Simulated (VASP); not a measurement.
# SiC (P6_3mc) in VASP: further runs, part 2 of 2

VASP 6.6.1. Earlier steps stand in the parts before.

**3. Relaxation of cell and atoms, PBE**

The input, INCAR:

```
PREC = Accurate
ENCUT = 680
EDIFF = 1E-6
ISMEAR = -1
SIGMA = 0.05
LREAL = F
LASPH = T
NELM = 60
ALGO = Fast
ISIF = 3
LWAVE = F
LCHARG = F
GGA = PE
IBRION = 2
NSW = 60
EDIFFG = -0.01
```

The input, KPOINTS:

```
Automatic mesh
0
Gamma
  10 10 3
```

The input, POSCAR:

```
SiC
1.0
    3.0756941497      0.0000000000      0.0000000000
   -1.5378470748      2.6636292679      0.0000000000
    0.0000000000      0.0000000000     10.0706464800
Si C
4 4
Direct
    0.0000000000      0.0000000000      0.1878943800
    0.0000000000      0.0000000000      0.6878943800
    0.3333333333      0.6666666667      0.4378419800
    0.6666666667      0.3333333333      0.9378419800
    0.0000000000      0.0000000000      0.0004600500
    0.0000000000      0.0000000000      0.5004600500
    0.3333333333      0.6666666667      0.2498025900
    0.6666666667      0.3333333333      0.7498025900
```

Potentials or basis: VASP PAW PBE potentials, release 64 (Si_GW, C_GW).

On the command line:

```
> cat potpaw_PBE.64/Si_GW/POTCAR potpaw_PBE.64/C_GW/POTCAR > POTCAR
> mpirun -np 1 vasp_std > vasp.out
```

OUTCAR:

```text
PREC = Accurate
   ENCUT = 680
   EDIFF = 1E-6
   ISMEAR = -1
   LREAL = F
   LASPH = T
   NELM = 60
   ISIF = 3
   GGA = PE
   IBRION = 2
   NSW = 60
   EDIFFG = -0.01

 ion  position               nearest neighbor table
   1  0.000  0.000  0.188-   7 1.88   7 1.88   7 1.88   5 1.89   3 3.08   3 3.08   3 3.08   4 3.08
                             4 3.08   4 3.08
   2  0.000  0.000  0.688-   8 1.88   8 1.88   8 1.88   6 1.89   4 3.08   4 3.08   4 3.08   3 3.08
                             3 3.08   3 3.08
   3  0.333  0.667  0.438-   6 1.88   6 1.88   6 1.88   7 1.89   1 3.08   1 3.08   1 3.08   2 3.08
                             2 3.08   2 3.08
   4  0.667  0.333  0.938-   5 1.88   5 1.88   5 1.88   8 1.89   2 3.08   2 3.08   2 3.08   1 3.08
                             1 3.08   1 3.08
   5  0.000  0.000  0.000-   4 1.88   4 1.88   4 1.88   1 1.89
   6  0.000  0.000  0.500-   3 1.88   3 1.88   3 1.88   2 1.89
   7  0.333  0.667  0.250-   1 1.88   1 1.88   1 1.88   3 1.89
   8  0.667  0.333  0.750-   2 1.88   2 1.88   2 1.88   4 1.89

  LATTYP: Found a hexagonal cell.
 ALAT       =     3.0756941497
 C/A-ratio  =     3.2742678530

  Lattice vectors:

 A1 = (   3.0756941497,   0.0000000000,   0.0000000000)
 A2 = (  -1.5378470748,   2.6636292679,   0.0000000000)
 A3 = (   0.0000000000,   0.0000000000,  10.0706464800)

Analysis of symmetry for initial positions (statically):
=====================================================================
 Subroutine PRICEL returns:
 Original cell was already a primitive cell.

 Routine SETGRP: Setting up the symmetry group for a
 hexagonal supercell.

 Subroutine GETGRP returns: Found 12 space group operations
 (whereof  6 operations were pure point group operations)
 out of a pool of 24 trial point group operations.

The static configuration has the point symmetry C_3v.
 The point group associated with its full space group is C_6v.

Analysis of symmetry for dynamics (positions and initial velocities):
=====================================================================
 Subroutine PRICEL returns:
 Original cell was already a primitive cell.

[... 146 lines left out ...]
   LHFCALC =     F    Hartree Fock is set to
   AEXX    =    0.0000 exact exchange contribution
   IVDW    =     0    specifies the selected vdW correction
   LEPSILON=     F    determine dielectric tensor
   LRPA    =     F    only Hartree local field effects (RPA)
 conjugate gradient relaxation of ions
 non-spin polarized calculation
 RMM-DIIS sequential band-by-band and
  energy-cutoff  :      680.00
  volume of cell :       82.50
 maximum number of plane-waves:      3367
 NGX is ok and might be reduce to    28
   NGX = 13   NGY = 13   NGZ = 43

--------------------------------------- Ionic step        1  -------------------------------------------

 number of electron      32.0000000 magnetization

 Free energy of the ion-electron system (eV)
  ---------------------------------------------------
  ext. energy  EPLUGINS =         0.00000000
  ---------------------------------------------------
  free energy    TOTEN  =       -60.22850262 eV

  energy without entropy =      -60.22850262  energy(sigma->0) =      -60.22850262

------------------------ aborting loop because EDIFF is reached ----------------------------------------

  FORCE on cell =-STRESS in cart. coord.  units (eV):
  Direction    XX          YY          ZZ          XY          YZ          ZX
  --------------------------------------------------------------------------------------
  -------------------------------------------------------------------------------------
  Total        2.0815927      2.0815927      2.0136215      0.0000000      0.0000000      0.0000000
  in kB       40.4233278     40.4233278     39.1033654      0.0000000      0.0000000      0.0000000
  external PRESSURE =      39.9833403 kB  Pullay stress =       0.0000000 kB
[... 71 lines left out ...]
--------------------------------------- Ionic step        3  -------------------------------------------

 number of electron      32.0000000 magnetization

 Free energy of the ion-electron system (eV)
  ---------------------------------------------------
  ext. energy  EPLUGINS =         0.00000000
  ---------------------------------------------------
  free energy    TOTEN  =       -60.24697073 eV

  energy without entropy =      -60.24697073  energy(sigma->0) =      -60.24697073

 E-fermi :   8.7150     XC(G=0): -11.2710

 val. band max:        7.6718693679   @ k =   0.0000   0.0000   0.0000
 cond. band min:       9.8942460172   @ k =   0.5000   0.0000   0.0000
 fundamental gap:      2.2223766493
 Fermi energy:         8.7149792482

 k-point     1 :       0.0000    0.0000    0.0000
  band No.  band energies     occupation
      1      -7.6941      2.00000
      2      -6.5315      2.00000
      3      -6.4962      2.00000
      4      -4.1843      2.00000
      5      -0.8582      2.00000
      6       3.3172      2.00000
[... 565 lines left out ...]
     20      12.5226      0.00000
     21      13.6281      0.00000

 [... further k-points ...]
[... 5 lines left out ...]
  --------------------------------------------------------------------------------------
  -------------------------------------------------------------------------------------
  Total       -0.0057736     -0.0057736      0.0151478     -0.0000000      0.0000000      0.0000000
  in kB       -0.1101071     -0.1101071      0.2888825     -0.0000000      0.0000000      0.0000000
  external PRESSURE =       0.0228895 kB  Pullay stress =       0.0000000 kB
[... 23 lines left out ...]
  FREE ENERGIE OF THE ION-ELECTRON SYSTEM (eV)
  ---------------------------------------------------
  free  energy   TOTEN  =       -60.2469707316 eV

  energy  without entropy=      -60.2469707315  energy(sigma->0) =      -60.24697073

 reached required accuracy - stopping structural energy minimisation
```

It took 2 min on 1 thread of Intel Xeon 6975P-C (Granite Rapids), shared host; peak memory 0.3 GiB.

Results:

* Free energy: -60.2470 eV
* Relaxed volume: 10.50 Å³/atom
* Relaxed cell: a = 3.095 Å, b = 3.095 Å, c = 10.130 Å, α = 90.00°, β = 90.00°, γ = 120.00°
* Space group after relaxing (to 0.05 Å): P6_3mc (No. 186)
* Energy gained by relaxing: 2.3 meV/atom
* Ionic steps: 3
* Pressure after relaxing: 0.0 GPa
* Largest force after relaxing: 0.007 eV/Å
* Band gap on the k mesh: 2.22 eV, indirect (least direct gap 3.34 eV)

Forces in eV/Å, atoms in the order of the input:
```
Si   0.000  0.000 -0.001
Si   0.000  0.000 -0.001
Si   0.000  0.000  0.007
Si   0.000  0.000  0.007
C    0.000  0.000 -0.003
C    0.000  0.000 -0.003
C    0.000  0.000 -0.003
C    0.000  0.000 -0.003
```

The path:
```
step  energy change (eV)  largest force (eV/Å)  pressure (GPa)  volume (Å³)
   1              0.0000                0.0058            4.00        82.50
   2              0.0014                0.0188           -3.90        85.62
   3             -0.0185                0.0068            0.00        84.01
```

Final structure:
```cif
data_structure
_symmetry_space_group_name_H-M 'P 1'
_symmetry_Int_Tables_number 1
_cell_length_a 3.0945
_cell_length_b 3.0945
_cell_length_c 10.1303
_cell_angle_alpha 90.000
_cell_angle_beta 90.000
_cell_angle_gamma 120.000
_cell_volume 84.01
loop_
_atom_site_label
_atom_site_type_symbol
_atom_site_fract_x
_atom_site_fract_y
_atom_site_fract_z
_atom_site_occupancy
Si1 Si 0.00000 0.00000 0.18790 1
Si2 Si 0.00000 0.00000 0.68790 1
Si3 Si 0.33333 0.66667 0.43783 1
Si4 Si 0.66667 0.33333 0.93783 1
C1 C 0.00000 0.00000 0.00046 1
C2 C 0.00000 0.00000 0.50046 1
C3 C 0.33333 0.66667 0.24982 1
C4 C 0.66667 0.33333 0.74982 1
```

Levels at points of the mesh, in eV from the valence-band top:
```tsv
k point	band 12	band 13	band 14	band 15	band 16	band 17	band 18	band 19	band 20	band 21
(0.00, 0.00, 0.00)	-0.58	-0.58	-0.05	0.00	0.00	4.95	5.53	6.11	6.17	6.89
(0.50, 0.00, 0.00)	-2.37	-2.34	-2.20	-1.57	-1.12	2.22	2.34	4.18	4.65	5.24
```

Caveat: an odd mesh through Γ misses points on the zone boundary, where band edges often lie.
